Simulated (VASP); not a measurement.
A run of VASP 6.6.1:

INCAR

```
SYSTEM = PbSe
PREC = Accurate
ENCUT = 600
EDIFF = 1E-7
ISMEAR = 0
SIGMA = 0.03
LREAL = .FALSE.
LASPH = .TRUE.
NELM = 80
ALGO = Normal
ISIF = 2
LWAVE = .FALSE.
LCHARG = .FALSE.
IBRION = 2
NSW = 40
EDIFFG = -0.01
```

The input KPOINTS:

```
Automatic mesh
0
G
  8 8 8
  0 0 0
```

The input POSCAR:

```
PbSe                                    
1.0
    0.0000000000      2.9820487508      2.9820487508
    2.9820487508      0.0000000000      2.9820487508
    2.9820487508      2.9820487508      0.0000000000
  Pb              Se            
     1     1
Direct
     0.0000000000000000    0.0000000000000000    0.0000000000000000
     0.5000000000000000    0.5000000000000000    0.5000000000000000
```

Potentials or basis: VASP PAW LDA potentials, release 64 (Pb_d, Se).

Launch:

```console
$ cat potpaw_LDA.64/Pb_d/POTCAR potpaw_LDA.64/Se/POTCAR > POTCAR
$ mpirun -np 1 vasp_std > vasp.out
```

Hardware: 1 thread of Intel(R) Xeon(R) 6975P-C (Granite Rapids), on a shared host.

Estimate the wall time of this run.

Wall time 10 s on 1 thread of Intel(R) Xeon(R) 6975P-C (Granite Rapids), on a shared host, peak memory 0.18 GiB. Counts: scf iterations 13, k points 29, ion steps 1.
